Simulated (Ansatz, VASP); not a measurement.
# Cross-check of GaP (GaP(110)) between VASP and Ansatz, part 3 of 3

One calculation is typed for both programs; each brings its own data sets. How far apart do they land? Of the first pair: The structure shown is the end of the VASP relaxation below. Valence electrons are named where the data sets of a main pair hold unlike numbers.

VASP 6.6.1 and Ansatz 0.2.0.

So far, gap on the k-mesh (eV): step 4 (differences) 0.910.

**7. Ansatz: band structure, PBE**

Level of this step: Ansatz beside VASP: Kohn-Sham DFT, plane waves, PBE (Ansatz).

The same cell, functional, mesh and smearing now go to Ansatz, which takes its cutoff from its data sets.

File input.yaml:

```yaml
crystal:
  lattice:
    - [3.7956715778, 0.0, 0.0]
    - [0.0, 5.3678902236, 0.0]
    - [0.0, 0.0, 31.9429714936]
  atoms:
    - { symbol: Ga, position: [0.0, 0.05628984, 0.2629382933] }
    - { symbol: Ga, position: [0.5, 0.4797982728, 0.3093051115] }
    - { symbol: Ga, position: [0.0, 0.9859058634, 0.3759868409] }
    - { symbol: Ga, position: [0.5, 0.4847981672, 0.4369971308] }
    - { symbol: Ga, position: [0.0, 0.9870328742, 0.5] }
    - { symbol: Ga, position: [0.5, 0.4847981672, 0.5630028692] }
    - { symbol: Ga, position: [0.0, 0.9859058634, 0.6240131591] }
    - { symbol: Ga, position: [0.5, 0.4797982728, 0.6906948885] }
    - { symbol: Ga, position: [0.0, 0.05628984, 0.7370617067] }
    - { symbol: P, position: [0.0, 0.7397553696, 0.3135293535] }
    - { symbol: P, position: [0.5, 0.2743772561, 0.242280754] }
    - { symbol: P, position: [0.0, 0.7426426995, 0.4378717303] }
    - { symbol: P, position: [0.5, 0.2454806071, 0.373961617] }
    - { symbol: P, position: [0.0, 0.7426426995, 0.5621282697] }
    - { symbol: P, position: [0.5, 0.2448709746, 0.5] }
    - { symbol: P, position: [0.0, 0.7397553696, 0.6864706465] }
    - { symbol: P, position: [0.5, 0.2454806071, 0.626038383] }
    - { symbol: P, position: [0.5, 0.2743772561, 0.757719246] }
hamiltonian:
  xc: pbe
  pseudopotentials: { kind: paw }
kpoints:
  mp_grid: { grid: [6, 5, 1] }
  band_path:
    path:
      - [0.0, 0.0, 0.0]
      - [0.07692, 0.0, 0.0]
      - [0.15385, 0.0, 0.0]
      - [0.26923, 0.0, 0.0]
      - [0.34615, 0.0, 0.0]
      - [0.42308, 0.0, 0.0]
      - [0.5, 0.0, 0.0]
      - [0.5, 0.07692, 0.0]
      - [0.5, 0.19231, 0.0]
      - [0.5, 0.26923, 0.0]
      - [0.5, 0.34615, 0.0]
      - [0.5, 0.46154, 0.0]
      - [0.5, 0.5, 0.0]
      - [0.42308, 0.5, 0.0]
      - [0.30769, 0.5, 0.0]
      - [0.23077, 0.5, 0.0]
      - [0.11538, 0.5, 0.0]
      - [0.03846, 0.5, 0.0]
      - [0.0, 0.5, 0.0]
      - [0.0, 0.38462, 0.0]
      - [0.0, 0.30769, 0.0]
      - [0.0, 0.23077, 0.0]
      - [0.0, 0.11538, 0.0]
      - [0.0, 0.03846, 0.0]
      - [0.03846, 0.03846, 0.0]
      - [0.11538, 0.11538, 0.0]
      - [0.19231, 0.19231, 0.0]
      - [0.30769, 0.30769, 0.0]
      - [0.38462, 0.38462, 0.0]
      - [0.5, 0.5, 0.0]
    npoints: 1
scf:
  occupations: { method: gaussian, width: 0.03 }
  n_extra_bands: 15
efield:
  axis: 3
  dipole_correction: true
  ramp_width: 0.04
output:
  forces: true
  eigenvalues: true
```

Run with:

```bash
ansatz run input.yaml --threads 8 --pin off --max-ram 18432MiB --backend cpu --events-out ev --progress --plain --runs-dir out
```

Numbers of over 12 decimals in the logs are rounded to 6 here.

The log of the run:

```text
[...]
Crystal: 18 atoms, lattice volume = 650.830 Å³
Basis set: ecut = 420 eV, 12643 PW (Γ), exchange–correlation on 54×72×432 points (8 copies of the dense FFT grid, shifted against one another)
Bands: 96, of which v1, the nominal top of the filled ones, is band 81 counted from 1 (80 counted from 0)
Symmetry: 2 space group operations
[...]
k-point 0: bands = [... 77 lower, 1.4771, 1.5001, 1.7167, 1.8346, 3.1590, 3.4924, 3.7433, 3.7557, ... 11 higher]
  k-point 1: bands = [... 77 lower, 1.2736, 1.2893, 1.4142, 1.4475, 3.2211, 3.6512, 4.0507, 4.0620, ... 11 higher]
  k-point 2: bands = [... 77 lower, 0.8661, 0.8814, 0.8947, 0.9591, 3.3500, 3.5385, 3.8522, 3.8541, ... 11 higher]
  k-point 11: bands = [... 77 lower, 0.2422, 0.3742, 0.7662, 0.7882, 3.0217, 3.3476, 3.6576, 4.4068, ... 11 higher]
[key lines of the parts left out:]
SCF converged after 10 iterations
Free energy (F): -40853.815121 eV
Fermi energy:    2.289585 eV
Dipole field:    D = -0.000057 V/Å  (p = -0.000207 e·Å, saw-weighted, corrected)
Work function:   Φ+ = 4.5773 eV   Φ− = 4.5755 eV
```

The job ended after 63 s (8 threads of Arm Neoverse N1, shared host; peak memory 3.4 GiB; 8.3 min of CPU time).

**8. Comparison**

What differs besides the data sets and the points named for the pairs above, as far as they apply: the data sets hold 162 valence electrons in Ansatz (on its default PAW (the set named soft_2) files) and 72 in VASP. Total energies have different zeros and are not compared.

Compared:

```tsv
quantity	Ansatz	VASP	difference
gap over the path points (eV)	0.910	0.923	-0.013
```

Levels at points of the path, from each program's valence-band top (eV; 4 filled, then empty):

```tsv
k (reciprocal lattice)	Ansatz	VASP
0.000 0.000 0.000	-0.36 -0.33 -0.12 0.00 1.32 1.66 1.91	-0.35 -0.34 -0.12 0.00 1.34 1.70 1.93
0.077 0.000 0.000	-0.59 -0.51 -0.45 -0.35 1.39 1.88 2.00	-0.59 -0.51 -0.45 -0.35 1.40 1.92 2.03
0.154 0.000 0.000	-1.06 -0.97 -0.65 -0.63 1.50 2.04 2.13	-1.06 -0.97 -0.65 -0.64 1.52 2.06 2.17
0.269 0.000 0.000	-1.49 -1.35 -1.11 -0.84 1.53 1.73 2.11	-1.49 -1.34 -1.11 -0.84 1.56 1.76 2.14
0.346 0.000 0.000	-1.80 -1.54 -1.24 -1.01 1.26 1.39 1.90	-1.78 -1.53 -1.23 -1.00 1.28 1.42 1.93
0.423 0.000 0.000	-1.92 -1.68 -1.31 -1.17 1.04 1.05 1.84	-1.90 -1.67 -1.30 -1.16 1.05 1.07 1.87
0.500 0.000 0.000	-1.89 -1.80 -1.32 -1.23 0.91 0.96 1.76	-1.87 -1.80 -1.31 -1.22 0.92 0.97 1.79
0.500 0.077 0.000	-1.84 -1.80 -1.31 -1.22 0.98 0.99 1.87	-1.83 -1.79 -1.30 -1.21 1.00 1.00 1.90
0.500 0.192 0.000	-1.79 -1.70 -1.24 -1.17 1.19 1.28 2.04	-1.78 -1.68 -1.23 -1.16 1.21 1.30 2.07
0.500 0.269 0.000	-1.74 -1.58 -1.18 -1.12 1.34 1.44 2.23	-1.73 -1.57 -1.17 -1.11 1.37 1.47 2.27
```

At this near-relaxed geometry the largest component of a force difference is 129 meV/Å. Among the levels compared at these points, filled levels agree within 18 meV and empty ones within 47 meV. With vacuum in the cell, a pressure given here is an average over mostly empty space and none of the material.

**9. What the set-up changes**

Further runs change the set-up of one program: Ansatz's method, potentials or start, or VASP's data sets, cutoff or form of LDA. The table gives Ansatz less VASP for each quantity, since a change that brings one quantity closer may part another.

```tsv
run	r.m.s. force difference (meV/Å)	gap over the path points (eV)
as above	35	-0.013
norm-conserving potentials (cutoff 1088 eV)	32	-0.0092
```

**10. Results**

| Property | Result |
| --- | --- |
| r.m.s. force difference (single point, PBE) | 35 meV/Å |
| r.m.s. force difference (band structure, PBE) | 35 meV/Å |

**Reading.** The r.m.s. force difference is 35 meV/Å (single point, PBE), beyond the 12 meV/Å picked in this series as the mark of a large difference. The data sets hold unlike numbers of valence electrons (162 in Ansatz and 72 in VASP), so part of the differences comes from the potentials. Single point, PBE, norm-conserving potentials (cutoff 1088 eV): the difference in gap on the k mesh goes from -0.013 to -0.0093 eV. Band structure, PBE, norm-conserving potentials (cutoff 1088 eV): the difference in gap over the path points goes from -0.013 to -0.0092 eV. 2 further runs of this series are not shown here. How closely two codes agree says nothing of how well the functional describes the real material.

[Lines on the potential files, build, host, timing and source positions are cut from VASP's logs without a mark.]

[Logs are printed without paths, hosts, clocks, repeated set-up lines and the standing remarks that a program may print on its own settings, such as how far it seeks lower states.]

[Hosts, paths, dates, database ids (printed as entryN), source tags and the programs' standing remarks are cut or masked in the printed files.]
